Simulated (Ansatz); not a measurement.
HfN:

```
Hf N
1.0
     0.00000    2.25600    2.25600
     2.25600    0.00000    2.25600
     2.25600    2.25600    0.00000
Hf N
1 1
Direct
  0.00000 0.00000 0.00000
  0.50000 0.50000 0.50000
```

Base run:

* Program: Ansatz 0.2.0
* Functional: LDA
* Potentials or basis: Ansatz PAW
* Cutoff: 420 eV (not typed: the program's choice for these potentials)
* k mesh: 10 × 10 × 10
* Occupations: fermi-dirac, width 0.05 eV
* Spin: no spin polarisation

Its results: band gap on the k mesh none (metal or under the smearing width); pressure -8.3 GPa.

The run is repeated on the same cell with these changes: functional from LDA to PBE. What comes out?

Band gap on the k mesh none (metal or under the smearing width); pressure 6.6 GPa.

PBE binds less tightly than LDA, so the same cell stands under more pressure.

Caveats: spin-orbit coupling is left out, which moves the levels of the heavy elements; the PAW data sets come from PBE, with cores solved anew for the run's functional, which leaves a small shift of forces and pressure (some runs).
